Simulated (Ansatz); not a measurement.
# CsI (CsCl type): equation of state and elastic constants

An exercise on one series of results from a longer session: the logs are not shown, and one member is left open.

Method: DFT PBE, scalar-relativistic, plane waves, PAW, in Ansatz 0.2.0.

2 further runs of the same task are left out: 1 that didn't finish, 1 set aside as unsound or not needed.

## The structure to begin with

Symmetry: Pm-3m, No. 221, cubic system. Conventional cell: a = 4.665 Å, b = 4.665 Å, c = 4.665 Å, α = 90.00°, β = 90.00°, γ = 90.00°. Cs (site symmetry m-3m) is surrounded by 8 I at 4.04 Å. I (site symmetry m-3m) has 8 Cs at 4.04 Å as nearest neighbours.

Coordinates:

```cif
data_structure
_symmetry_space_group_name_H-M 'Pm-3m'
_symmetry_Int_Tables_number 221
_cell_length_a 4.6655
_cell_length_b 4.6655
_cell_length_c 4.6655
_cell_angle_alpha 90.000
_cell_angle_beta 90.000
_cell_angle_gamma 90.000
_cell_volume 101.55
loop_
_atom_site_label
_atom_site_type_symbol
_atom_site_symmetry_multiplicity
_atom_site_Wyckoff_symbol
_atom_site_fract_x
_atom_site_fract_y
_atom_site_fract_z
_atom_site_occupancy
Cs1 Cs 1 a 0.00000 0.00000 0.00000 1
I1 I 1 b 0.50000 0.50000 0.50000 1
```

This cell comes from an earlier session at PBE: 50.776 Å³/atom at 0.01 GPa, on a 8×8×8 mesh.

Volume factors to run: 0.980, 1.020, 0.960, 1.040, 1.070, 1.100, 0.945.

Set-up of the first run:

input.yaml reads:

```yaml
crystal:
  lattice:
    - [4.634154305, 0.0, 0.0]
    - [0.0, 4.634154305, 0.0]
    - [0.0, 0.0, 4.634154305]
  atoms:
    - { symbol: Cs, position: [0.0, 0.0, 0.0] }
    - { symbol: I, position: [0.5, 0.5, 0.5] }
basis:
  ecutwfc: 420
  ecutrho_ratio: 4
kpoints:
  mp_grid: { grid: [8, 8, 8] }
hamiltonian:
  xc: pbe
scf:
  occupations: { method: gaussian, width: 0.05 }
output:
  forces: true
  stress: true
  eigenvalues: true
```

On the command line:

```sh
> ansatz run input.yaml --threads 4 --pin off --max-ram 7168MiB --backend cpu --events-out ev --progress --plain --runs-dir out
```

Steps of the session up to this table: Scaling the volume by 0.980; Volume × 1.020; At 0.960 of the relaxed volume; Scaling the volume by 1.040; At 1.070 of the relaxed volume; Volume × 1.100; Scaling the volume by 0.945.

One of the session's tables, all rows but one given; the rest of the session is left out.

```
volume (Å³/atom)  energy (meV/atom)  pressure (GPa)  gap (eV)
          47.983               5.42            0.65      3.86
          48.745               2.80            0.45      3.81
          49.760               0.69            0.22      3.75
          50.776               0.00            0.01      3.69
          51.791               0.57           -0.18      3.63
          52.807                  ?               ?         ?
          54.330               6.58           -0.56      3.50
          55.853              12.76           -0.74      3.43
```

Q: Estimate the row for volume (Å³/atom) = 52.807 from the others.

Worked estimate for «energy (meV/atom)». A straight line through the neighbours (51.791, 0.57) and (54.330, 6.58) gives 0.57 + (6.58 − 0.57) × (52.807 − 51.791) / (54.330 − 51.791) = 2.97; a parabola fitted to 4 rows on both sides gives 2.31.

**Answer.** energy (meV/atom): 2.24; pressure (GPa): -0.35; gap (eV): 3.58. In «energy (meV/atom)» the line misses by +0.73 and the parabola by +0.07.

volume (Å³/atom), energy (meV/atom) and a bar:
```
    47.98        5.4 #############
    48.74        2.8 #######
    49.76        0.7 ##
    50.78        0.0 
    51.79        0.6 #
    52.81        2.2 #####
    54.33        6.6 ###############
    55.85       12.8 ##############################
```
